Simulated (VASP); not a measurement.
MgS (Niningerite):

```
S Mg
1.0
     0.00000    2.60165    2.60165
     2.60165    0.00000    2.60165
     2.60165    2.60165    0.00000
S Mg
1 1
Direct
  0.50000 0.50000 0.50000
  0.00000 0.00000 0.00000
```

| Property | Result |
| --- | --- |
| Program | VASP 6.6.1 |
| Task | single point |
| Functional | PBEsol |
| Potentials or basis | VASP PAW PBE potentials, release 64 (S, Mg) |
| Cutoff | 520 eV |
| k mesh | 9 × 9 × 9 |
| Occupations | fermi-dirac, width 0.05 eV |
| Spin | no spin polarisation |

On this cell: pressure -1.1 GPa; largest force zero by symmetry; band gap on the k mesh 2.83 eV, indirect (least direct gap 3.59 eV).

The same run follows on a disturbed copy (atoms moved at random, drawn with an rms of 0.05 Å):

```xyz
2
Lattice="0.0000 2.6016 2.6016 2.6016 0.0000 2.6016 2.6016 2.6016 0.0000" Properties=species:S:1:pos:R:3 pbc="T T T"
S     2.6362    2.6247    2.6092
Mg   -0.0517    0.0080    0.0170
```

**Question.** What does the disturbed cell give?

**Answer.** The energy moves by +5.5 meV/atom; pressure -0.9 GPa; largest force 0.256 eV/Å; band gap on the k mesh 2.84 eV, indirect (least direct gap 3.59 eV).

Forces in eV/Å, atoms in the order of the input:
```
S   -0.252 -0.041  0.026
Mg   0.252  0.041 -0.026
```

Stress tensor (GPa, compression positive):
```
-0.29 -0.02  0.01
-0.02 -1.17  0.00
 0.01  0.00 -1.19
```

Caveats: the PAW data sets were made with another functional, which shifts forces and pressure a little; an odd mesh through Γ misses points on the zone boundary, where band edges often lie.
